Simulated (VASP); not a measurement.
## GaAs: relaxation of cell and atoms with PBEsol

The system is GaAs.

```
Ga As
1.0
     0.00000    2.82685    2.82685
     2.82685    0.00000    2.82685
     2.82685    2.82685    0.00000
Ga As
1 1
Direct
  0.00000 0.00000 0.00000
  0.25000 0.25000 0.25000
```

| Quantity | Value |
| --- | --- |
| Program | VASP 6.6.1 |
| Task | relaxation of cell and atoms |
| Functional | PBEsol |
| Potentials or basis | VASP PAW PBE potentials, release 64 (Ga_d, As) |
| Cutoff | 600 eV |
| k mesh | 10 × 10 × 10 |
| Occupations | gaussian, width 0.03 eV |
| Spin | no spin polarisation |
| Further INCAR settings | ALGO = Normal; EDIFF = 1e-06; IBRION = 2; EDIFFG = -0.01; NSW = 90; ISIF = 3 |

| Property | Result |
| --- | --- |
| Relaxed volume | 22.70 Å³/atom |
| Relaxed cell | a = 4.004 Å, b = 4.004 Å, c = 4.004 Å, α = 60.00°, β = 60.00°, γ = 60.00° |
| Space group after relaxing (to 0.05 Å) | F-43m (No. 216) |
| Energy gained by relaxing | 0.1 meV/atom |
| Ionic steps | 3 |
| Pressure after relaxing | 0.0 GPa |
| Band gap on the k mesh | 0.42 eV, direct |

The path:
```tsv
step	energy change (eV)	largest force (eV/Å)	pressure (GPa)	volume (Å³)
1	0.0000	0.0000	0.33	45.18
2	-0.0002	0.0000	-0.18	45.48
3	-0.0002	0.0000	0.01	45.40
```

Final structure:
```yaml
crystal:
  lattice:
    - [0.00000, 2.83140, 2.83140]
    - [2.83140, 0.00000, 2.83140]
    - [2.83140, 2.83140, 0.00000]
  atoms:
    - { symbol: Ga, position: [0.00000, 0.00000, 0.00000] }
    - { symbol: As, position: [0.25000, 0.25000, 0.25000] }
```

Levels at points of the mesh, in eV from the valence-band top:
| k point | band 6 | band 7 | band 8 | band 9 | band 10 | band 11 | band 12 | band 13 |
| --- | --- | --- | --- | --- | --- | --- | --- | --- |
| (0.00, 0.00, 0.00) | -12.72 | 0.00 | 0.00 | 0.00 | 0.42 | 3.69 | 3.69 | 3.69 |
| (0.50, 0.00, 0.00) | -10.95 | -6.65 | -1.14 | -1.14 | 0.92 | 4.58 | 4.58 | 7.58 |
| (0.50, 0.50, 0.00) | -10.22 | -6.83 | -2.68 | -2.68 | 1.36 | 1.57 | 10.09 | 10.09 |

Run time: 21 s on 1 thread of Intel(R) Xeon(R) 6975P-C (Granite Rapids), with other jobs on the host, peak memory 0.2 GiB.

Caveat: the PAW data sets were made with another functional, which shifts forces and pressure a little. A k mesh can miss the band edges.
